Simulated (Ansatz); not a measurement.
Input of an Ansatz 0.2.0 run:

File input.yaml:

```yaml
crystal:
  lattice:
    - [0.0, 2.3495, 2.3495]
    - [2.3495, 0.0, 2.3495]
    - [2.3495, 2.3495, 0.0]
  atoms:
    - { symbol: Cd, position: [0.0, 0.0, 0.0] }
    - { symbol: O, position: [0.5, 0.5, 0.5] }
hamiltonian:
  xc: lda
  pseudopotentials: { kind: paw }
kpoints:
  mp_grid: { grid: [8, 8, 8] }
scf:
  occupations: { method: fermi_dirac, width: 0.05 }
output:
  forces: true
  stress: true
elastic:
  mode: relaxed_ion
  stencil: two_point
```

Potentials or basis: Ansatz PAW.

Command:

```bash
$ ansatz run input.yaml --threads 2 --pin off --max-ram 5120MiB --backend cpu --events-out ev --progress --plain --runs-dir out
```

(1) Predict the elastic constants C11, C12, C44.

(2) Estimate the Voigt bulk modulus.

(3) What does it give for the band gap on the k mesh?

(4) What does it give for the pressure?

## Answers

(1) 185, 107, 50 GPa.

(2) 133 GPa.

(3) none (metal or under the smearing width).

(4) -6.1 GPa.

Caveat: the cell is more than 3 GPa from zero pressure, which shifts response properties; elastic constants of metals need much finer meshes, so these are rough; the pressure holds a Pulay correction of +0.7 GPa for the finite cutoff; the PAW data sets come from PBE, with cores solved anew for the run's functional, which leaves a small shift of forces and pressure; this crystal is a semiconductor, whose small gap the functional closes, so the metal is an error of the method.
